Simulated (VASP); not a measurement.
Consider the following.

```xyz
2
Lattice="0.0000 2.9514 2.9514 2.9514 0.0000 2.9514 2.9514 2.9514 0.0000" Properties=species:S:1:pos:R:3 pbc="T T T"
Li     0.0000     0.0000     0.0000
I      2.9514     2.9514     2.9514
```

Method: PBEsol GGA, VASP's PBE PAW potentials (set 64) (plane waves; VASP). Numerical set-up: 520 eV cut-off, 7×7×7 Γ-centred mesh, Gaussian smearing of 0.050 eV, potentials Li_sv I.

Unless said otherwise, spin-orbit coupling is left out, though it shifts the bands of the heavy elements here.

Q: Estimate the energy per atom (σ→0), band gap (on the k-mesh) with the smallest direct gap where there is one.

A: 
```yaml
band gap (on the k-mesh): 4.36 eV
smallest direct gap (on the k-mesh): 4.36 eV
energy per atom (σ→0): -3.078 eV/atom
```

Total energies compare only between runs with the same potentials, cut-off and functional.

The compound is LiI in the rock salt structure. It was relaxed first, which changed the volume by -6 %. The start is the result of an earlier pass.
